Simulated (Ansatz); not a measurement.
PbS: moving S off its site

PbS, Fm-3m, a = 5.930 Å (as given, not relaxed at this level: -2.5 GPa). Ansatz: LDA, PAW, 420 eV, Γ-centred 10×10×10 mesh on 2 atoms, Gaussian smearing 0.03 eV; no spin polarisation.

```yaml
crystal:
  lattice:
    - [0.00000, 2.96500, 2.96500]
    - [2.96500, 0.00000, 2.96500]
    - [2.96500, 2.96500, 0.00000]
  atoms:
    - { symbol: Pb, position: [0.00000, 0.00000, 0.00000] }
    - { symbol: S, position: [0.50000, 0.50000, 0.50000] }
```

Atom 2 (S) moves by x along the unit vector (0.000, 0.000, 1.000), with its periodic images; all else is held. y is the free energy of the cell over the start, F the force along the path summed over the moved atoms. Symmetry makes y even in x.

| x (Å) | y (meV) | F (eV/Å) |
| --- | --- | --- |
| -0.5000 | 213.8 | 1.60 |
| -0.2500 | 17.8 | 0.24 |
| 0.0000 | 0.0 | 0.00 |
| 0.0625 | 0.3 | -0.01 |
| 0.1250 | 1.9 | -0.05 |
| 0.1875 | 6.8 | -0.12 |
| 0.3125 | 38.7 | -0.44 |
| 0.3750 | 74.3 | -0.72 |
| 0.4375 | ? | ? |

**Question.** Fit y = c2 x² + c4 x⁴ to the energies of the other rows, give the force constant, and predict energy and force of the missing row.

**Answer.** Least squares on the rows shown. y = 100.23 x² + 3021.9 x⁴. The force constant is 2 c2 = 0.200 eV/Å², for the cell as given, at -2.5 GPa (for all images moving together, not for a lone atom). With two atoms in a cubic cell this is the optical mode at Γ without the LO field: ω = 521.5 √(2 c2/μ) = 44 cm⁻¹ for μ = 27.76 u. The force −dy/dx at the missing row is -1.10 eV/Å (computed -1.10). With a term in x⁶ added, the coefficient of x² becomes 79.98, 20 % less, which shows how far this figure hangs on the form. At x = 0.4375 the fit asked for gives 129.9 meV. The run gave 130.3 meV, so the fit is 0.4 meV too low, within twice the rms miss on the fitted rows (0.3 meV).

Spin–orbit coupling is left out, which can shift energies with elements as heavy as these.